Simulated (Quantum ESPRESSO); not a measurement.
Set up this calculation in Quantum ESPRESSO 7.5, as the native input.

- Task: phonons and electron-phonon coupling
- Functional: PBE
- Potentials or basis: SPMS 1.0 PBE
- Cutoff: 952 eV
- Density cutoff: 3810 eV
- k mesh: 6 × 6 × 6
- Occupations: methfessel-paxton, width 0.272 eV
- Spin: no spin polarisation
- Mixing beta: 0.5
- Most SCF iterations: 120
- SCF threshold: 4e-10 Ry
- q mesh: 3 × 3 × 3

AlCo:

```xyz
2
Lattice="2.8194 0.0000 0.0000 0.0000 2.8194 0.0000 0.0000 0.0000 2.8194" Properties=species:S:1:pos:R:3 pbc="T T T"
Co    1.4097    1.4097    1.4097
Al    0.0000    0.0000    0.0000
```

The cell is a database's computed one.

These files were run (other wordings do the same):

pw.in

```
&CONTROL
  calculation = 'scf'
  prefix = 'pwscf'
  outdir = './tmp'
  pseudo_dir = './pseudo'
  tprnfor = .true.
  tstress = .true.
  disk_io = 'low'
/
&SYSTEM
  ibrav = 0
  nat = 2
  ntyp = 2
  ecutwfc = 70
  nbnd = 16
  occupations = 'smearing'
  smearing = 'mp'
  degauss = 0.01999163
/
&ELECTRONS
  conv_thr = 4d-10
  electron_maxstep = 120
  mixing_beta = 0.5
/
ATOMIC_SPECIES
Co    58.9332 27_Co_17_1.6_2.2_pbe_n_v1.0.upf
Al    26.9815 13_Al_3_1.9_1.9_pbe_n_v1.0.upf
CELL_PARAMETERS angstrom
   2.8194032100    0.0000000000    0.0000000000
   0.0000000000    2.8194032100    0.0000000000
   0.0000000000    0.0000000000    2.8194032100
ATOMIC_POSITIONS crystal
Co     0.5000000000    0.5000000000    0.5000000000
Al     0.0000000000    0.0000000000    0.0000000000
K_POINTS automatic
6 6 6 0 0 0
```

relax.in

```
&CONTROL
  calculation = 'vc-relax'
  prefix = 'pwscf'
  outdir = './tmp'
  pseudo_dir = './pseudo'
  tprnfor = .true.
  tstress = .true.
  disk_io = 'low'
  nstep = 40
  forc_conv_thr = 0.0001
  etot_conv_thr = 1d-06
/
&SYSTEM
  ibrav = 0
  nat = 2
  ntyp = 2
  ecutwfc = 70
  nbnd = 16
  occupations = 'smearing'
  smearing = 'mp'
  degauss = 0.01999163
/
&ELECTRONS
  conv_thr = 4d-10
  electron_maxstep = 120
  mixing_beta = 0.5
/
&IONS
  ion_dynamics = 'bfgs'
/
&CELL
  cell_dynamics = 'bfgs'
  press = 0
  press_conv_thr = 0.2
/
ATOMIC_SPECIES
Co    58.9332 27_Co_17_1.6_2.2_pbe_n_v1.0.upf
Al    26.9815 13_Al_3_1.9_1.9_pbe_n_v1.0.upf
CELL_PARAMETERS angstrom
   2.8194032100    0.0000000000    0.0000000000
   0.0000000000    2.8194032100    0.0000000000
   0.0000000000    0.0000000000    2.8194032100
ATOMIC_POSITIONS crystal
Co     0.5000000000    0.5000000000    0.5000000000
Al     0.0000000000    0.0000000000    0.0000000000
K_POINTS automatic
6 6 6 0 0 0
```

scf2.in

```
&CONTROL
  calculation = 'scf'
  prefix = 'pwscf'
  outdir = './tmp'
  pseudo_dir = './pseudo'
  tprnfor = .true.
  tstress = .true.
  disk_io = 'low'
/
&SYSTEM
  ibrav = 0
  nat = 2
  ntyp = 2
  ecutwfc = 70
  nbnd = 16
  occupations = 'smearing'
  smearing = 'mp'
  degauss = 0.01999163
/
&ELECTRONS
  conv_thr = 1d-13
  electron_maxstep = 120
  mixing_beta = 0.5
  startingpot = 'file'
  startingwfc = 'file'
/
ATOMIC_SPECIES
Co    58.9332 27_Co_17_1.6_2.2_pbe_n_v1.0.upf
Al    26.9815 13_Al_3_1.9_1.9_pbe_n_v1.0.upf
CELL_PARAMETERS angstrom
   2.8515216217    0.0000000000    0.0000000000
   0.0000000000    2.8515216217    0.0000000000
   0.0000000000    0.0000000000    2.8515216217
ATOMIC_POSITIONS crystal
Co     0.5000000000    0.5000000000    0.5000000000
Al     0.0000000000    0.0000000000    0.0000000000
K_POINTS automatic
6 6 6 0 0 0
```

dense.in

```
&CONTROL
  calculation = 'scf'
  prefix = 'pwscf'
  outdir = './tmp'
  pseudo_dir = './pseudo'
  tprnfor = .true.
  tstress = .true.
  disk_io = 'low'
/
&SYSTEM
  ibrav = 0
  nat = 2
  ntyp = 2
  ecutwfc = 70
  nbnd = 16
  occupations = 'smearing'
  smearing = 'mp'
  degauss = 0.01999163
  la2F = .true.
/
&ELECTRONS
  conv_thr = 1d-12
  electron_maxstep = 120
  mixing_beta = 0.5
  startingpot = 'file'
/
ATOMIC_SPECIES
Co    58.9332 27_Co_17_1.6_2.2_pbe_n_v1.0.upf
Al    26.9815 13_Al_3_1.9_1.9_pbe_n_v1.0.upf
CELL_PARAMETERS angstrom
   2.8515216217    0.0000000000    0.0000000000
   0.0000000000    2.8515216217    0.0000000000
   0.0000000000    0.0000000000    2.8515216217
ATOMIC_POSITIONS crystal
Co     0.5000000000    0.5000000000    0.5000000000
Al     0.0000000000    0.0000000000    0.0000000000
K_POINTS automatic
18 18 18 0 0 0
```

scf3.in

```
&CONTROL
  calculation = 'scf'
  prefix = 'pwscf'
  outdir = './tmp'
  pseudo_dir = './pseudo'
  tprnfor = .true.
  tstress = .true.
  disk_io = 'low'
/
&SYSTEM
  ibrav = 0
  nat = 2
  ntyp = 2
  ecutwfc = 70
  nbnd = 16
  occupations = 'smearing'
  smearing = 'mp'
  degauss = 0.01999163
/
&ELECTRONS
  conv_thr = 1d-12
  electron_maxstep = 120
  mixing_beta = 0.5
  startingpot = 'file'
/
ATOMIC_SPECIES
Co    58.9332 27_Co_17_1.6_2.2_pbe_n_v1.0.upf
Al    26.9815 13_Al_3_1.9_1.9_pbe_n_v1.0.upf
CELL_PARAMETERS angstrom
   2.8515216217    0.0000000000    0.0000000000
   0.0000000000    2.8515216217    0.0000000000
   0.0000000000    0.0000000000    2.8515216217
ATOMIC_POSITIONS crystal
Co     0.5000000000    0.5000000000    0.5000000000
Al     0.0000000000    0.0000000000    0.0000000000
K_POINTS automatic
6 6 6 0 0 0
```

ph.in

```
phonon_bands of AlCo
&INPUTPH
  prefix = 'pwscf'
  outdir = './tmp'
  tr2_ph = 1d-18
  fildyn = 'dyn'
  niter_ph = 90
  alpha_mix(1) = 0.4
  ldisp = .true.
  nq1 = 3
  nq2 = 3
  nq3 = 3
  electron_phonon = 'interpolated'
  el_ph_sigma = 0.005
  el_ph_nsigma = 10
  fildvscf = 'dvscf'
/
```

q2r.in

```
&INPUT
  fildyn = 'dyn'
  zasr = 'crystal'
  flfrc = 'fc'
  la2F = .true.
/
```

matdyn.in

```
&INPUT
  asr = 'crystal'
  flfrc = 'fc'
  flfrq = 'freq'
  q_in_cryst_coord = .true.
  flvec = ' '
/
80
 0.0000000000  0.0000000000  0.0000000000
 0.0000000000  0.0500000000  0.0000000000
 0.0000000000  0.1000000000  0.0000000000
 0.0000000000  0.1500000000  0.0000000000
 0.0000000000  0.2000000000  0.0000000000
 0.0000000000  0.2500000000  0.0000000000
 0.0000000000  0.3000000000  0.0000000000
 0.0000000000  0.3500000000  0.0000000000
 0.0000000000  0.4000000000  0.0000000000
 0.0000000000  0.4500000000  0.0000000000
 0.0000000000  0.5000000000  0.0000000000
 0.0500000000  0.5000000000  0.0000000000
 0.1000000000  0.5000000000  0.0000000000
 0.1500000000  0.5000000000  0.0000000000
 0.2000000000  0.5000000000  0.0000000000
 0.2500000000  0.5000000000  0.0000000000
 0.3000000000  0.5000000000  0.0000000000
 0.3500000000  0.5000000000  0.0000000000
 0.4000000000  0.5000000000  0.0000000000
 0.4500000000  0.5000000000  0.0000000000
 0.5000000000  0.5000000000  0.0000000000
 0.4642857143  0.4642857143  0.0000000000
 0.4285714286  0.4285714286  0.0000000000
 0.3928571429  0.3928571429  0.0000000000
 0.3571428571  0.3571428571  0.0000000000
 0.3214285714  0.3214285714  0.0000000000
 0.2857142857  0.2857142857  0.0000000000
 0.2500000000  0.2500000000  0.0000000000
 0.2142857143  0.2142857143  0.0000000000
 0.1785714286  0.1785714286  0.0000000000
 0.1428571429  0.1428571429  0.0000000000
 0.1071428571  0.1071428571  0.0000000000
 0.0714285714  0.0714285714  0.0000000000
 0.0357142857  0.0357142857  0.0000000000
 0.0000000000  0.0000000000  0.0000000000
 0.0277777778  0.0277777778  0.0277777778
 0.0555555556  0.0555555556  0.0555555556
 0.0833333333  0.0833333333  0.0833333333
 0.1111111111  0.1111111111  0.1111111111
 0.1388888889  0.1388888889  0.1388888889
 0.1666666667  0.1666666667  0.1666666667
 0.1944444444  0.1944444444  0.1944444444
 0.2222222222  0.2222222222  0.2222222222
 0.2500000000  0.2500000000  0.2500000000
 0.2777777778  0.2777777778  0.2777777778
 0.3055555556  0.3055555556  0.3055555556
 0.3333333333  0.3333333333  0.3333333333
 0.3611111111  0.3611111111  0.3611111111
 0.3888888889  0.3888888889  0.3888888889
 0.4166666667  0.4166666667  0.4166666667
 0.4444444444  0.4444444444  0.4444444444
 0.4722222222  0.4722222222  0.4722222222
 0.5000000000  0.5000000000  0.5000000000
 0.4666666667  0.5000000000  0.4666666667
 0.4333333333  0.5000000000  0.4333333333
 0.4000000000  0.5000000000  0.4000000000
 0.3666666667  0.5000000000  0.3666666667
 0.3333333333  0.5000000000  0.3333333333
 0.3000000000  0.5000000000  0.3000000000
 0.2666666667  0.5000000000  0.2666666667
 0.2333333333  0.5000000000  0.2333333333
 0.2000000000  0.5000000000  0.2000000000
 0.1666666667  0.5000000000  0.1666666667
 0.1333333333  0.5000000000  0.1333333333
 0.1000000000  0.5000000000  0.1000000000
 0.0666666667  0.5000000000  0.0666666667
 0.0333333333  0.5000000000  0.0333333333
 0.0000000000  0.5000000000  0.0000000000
 0.5000000000  0.5000000000  0.0000000000
 0.5000000000  0.5000000000  0.0454545455
 0.5000000000  0.5000000000  0.0909090909
 0.5000000000  0.5000000000  0.1363636364
 0.5000000000  0.5000000000  0.1818181818
 0.5000000000  0.5000000000  0.2272727273
 0.5000000000  0.5000000000  0.2727272727
 0.5000000000  0.5000000000  0.3181818182
 0.5000000000  0.5000000000  0.3636363636
 0.5000000000  0.5000000000  0.4090909091
 0.5000000000  0.5000000000  0.4545454545
 0.5000000000  0.5000000000  0.5000000000
```

matdyn_dos.in

```
&INPUT
  asr = 'crystal'
  flfrc = 'fc'
  dos = .true.
  fldos = 'phdos'
  nk1 = 9
  nk2 = 9
  nk3 = 9
  deltaE = 1
  flvec = ' '
  flfrq = ' '
/
```

matdyn_a2f.in

```
&INPUT
  asr = 'crystal'
  flfrc = 'fc'
  la2F = .true.
  dos = .true.
  fldos = 'dos2'
  nk1 = 8
  nk2 = 8
  nk3 = 8
  ndos = 60
  el_ph_nsigma = 10
  flfrq = 'dosfreq2'
  flvec = ' '
/
```

matdyn_mesh.in

```
&INPUT
  asr = 'crystal'
  flfrc = 'fc'
  flfrq = 'mesh'
  q_in_cryst_coord = .true.
  flvec = ' '
/
512
 0.06250000  0.06250000  0.06250000
 0.06250000  0.06250000  0.18750000
 0.06250000  0.06250000  0.31250000
[... 509 further points of the even 8 x 8 x 8 mesh, shifted by half a step ...]
```

Potentials or basis: SPMS 1.0 PBE.

The run is started by

```bash
$ OMP_NUM_THREADS=1 mpirun -n 4 pw.x -nk 4 -in pw.in > pw.out
$ OMP_NUM_THREADS=1 mpirun -n 4 pw.x -nk 4 -in relax.in > relax.out
$ OMP_NUM_THREADS=1 mpirun -n 4 pw.x -nk 4 -in scf2.in > scf2.out
$ OMP_NUM_THREADS=1 mpirun -n 4 pw.x -nk 4 -in dense.in > dense.out
$ OMP_NUM_THREADS=1 mpirun -n 4 pw.x -nk 4 -in scf3.in > scf3.out
$ OMP_NUM_THREADS=1 mpirun -n 4 ph.x -nk 4 -in ph.in > ph.out
$ OMP_NUM_THREADS=1 mpirun -n 1 q2r.x -in q2r.in > q2r.out
$ OMP_NUM_THREADS=1 mpirun -n 1 matdyn.x -in matdyn.in > matdyn.out
$ OMP_NUM_THREADS=1 mpirun -n 1 matdyn.x -in matdyn_dos.in > matdyn_dos.out
$ OMP_NUM_THREADS=1 mpirun -n 1 matdyn.x -in matdyn_a2f.in > matdyn_a2f.out
$ OMP_NUM_THREADS=1 mpirun -n 1 matdyn.x -in matdyn_mesh.in > matdyn_mesh.out
```

It gave:

```
Relaxed volume                         : 11.59 Å³/atom
Relaxed cell                           : a = 2.852 Å, b = 2.852 Å, c = 2.852 Å, α = 90.00°, β = 90.00°, γ = 90.00°
Space group after relaxing (to 0.05 Å) : Pm-3m (No. 221)
Pressure after relaxing                : 0.0 GPa
Band gap on the k mesh                 : none (metal or under the smearing width)
Highest phonon frequency               : 394 cm⁻¹
Zero-point energy                      : 0.050 eV/atom
```

Caveat: the k mesh is coarse (spacing up to 0.37 Å⁻¹), so the values aren't converged; the mesh is thin for the phonons of a metal; λ from interpolated matrix elements is rough: modes that symmetry makes equal can differ by tens of percent.

It took 6.2 min on 4 MPI ranks on Arm Neoverse V2, with other jobs on the host, peak memory 0.28 GiB a rank.
